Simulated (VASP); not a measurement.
## SrTiO3: band structure with PBE

Crystal: SrTiO3.

```
CELL_PARAMETERS angstrom
3.90291 0.00000 0.00000
0.00000 3.90291 0.00000
0.00000 0.00000 3.90291
ATOMIC_POSITIONS crystal
Sr 0.00000 0.00000 0.00000
Ti 0.50000 0.50000 0.50000
O 0.50000 0.50000 0.00000
O 0.00000 0.50000 0.50000
O 0.50000 0.00000 0.50000
```

The cell was built by a generator and needn't be a form met in nature.

| Quantity | Value |
| --- | --- |
| Program | VASP 6.6.1 |
| Task | band structure |
| Functional | PBE |
| Potentials or basis | VASP PAW PBE potentials, release 64 (Sr_sv, Ti_sv, O) |
| Cutoff | 520 eV |
| k mesh | 8 × 8 × 8 |
| Occupations | gaussian, width 0.02 eV |
| Spin | no spin polarisation |
| Further INCAR settings | ALGO = Normal; EDIFF = 1e-06 |

The band gap on the k mesh is 1.86 eV, indirect (least direct gap 2.21 eV) and the band gap along the path is 1.86 eV, indirect (least direct gap 2.21 eV).

Levels at the corners of the path, in eV from the valence-band top:
```
point  band 18  band 19  band 20  band 21  band 22  band 23
    Γ    -0.35    -0.35    -0.35     1.86     1.86     1.86
    X    -1.99    -0.73    -0.73     2.03     3.79     3.79
    X    -1.99    -0.73    -0.73     2.03     3.79     3.79
    M    -1.57    -1.57    -0.09     3.80     3.80     4.25
    M    -1.57    -1.57    -0.09     3.80     3.80     4.25
    Γ    -0.35    -0.35    -0.35     1.86     1.86     1.86
    Γ    -0.35    -0.35    -0.35     1.86     1.86     1.86
    R     0.00     0.00     0.00     4.47     4.47     4.47
    R     0.00     0.00     0.00     4.47     4.47     4.47
    X    -1.99    -0.73    -0.73     2.03     3.79     3.79
    M    -1.57    -1.57    -0.09     3.80     3.80     4.25
    R     0.00     0.00     0.00     4.47     4.47     4.47
```

Run time: 58 s on 1 thread of Intel(R) Xeon(R) Platinum 8559C (Emerald Rapids), with other jobs on the host, peak memory 0.21 GiB.

Caveat: the log is that of the step along the path at fixed density, whose energy, stress, charges and moments have no meaning. PBE gaps usually lie below the measured ones, often by a third to a half.
